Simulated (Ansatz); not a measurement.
SnO2 (Cassiterite):

```xyz
6
Lattice="4.7380 0.0000 0.0000 0.0000 4.7380 0.0000 0.0000 0.0000 3.1865" Properties=species:S:1:pos:R:3 pbc="T T T"
Sn    2.3690    2.3690    1.5933
Sn    0.0000    0.0000    0.0000
O     3.8240    0.9140    1.5933
O     3.2830    3.2830    0.0000
O     0.9140    3.8240    1.5933
O     1.4550    1.4550    0.0000
```

Program: Ansatz 0.2.0. Alike in all runs: task band structure; potentials or basis Ansatz PAW; no spin polarisation; cell as given; k mesh 6 × 6 × 8; cutoff (eV) 420; smearing fermi-dirac 0.05 eV.

**Question.** Order these runs on this cell by their pressure, lowest first.
A. level LDA
B. level PBEsol
C. level revPBE
D. level BLYP

**Answer.** A (-0.7 GPa), B (4.7 GPa), C (14.2 GPa), D (16.7 GPa).

Caveats: the PAW data sets come from PBE, with cores solved anew for the run's functional, which leaves a small shift of forces and pressure.

Runs at the PBE level aren't shown here.
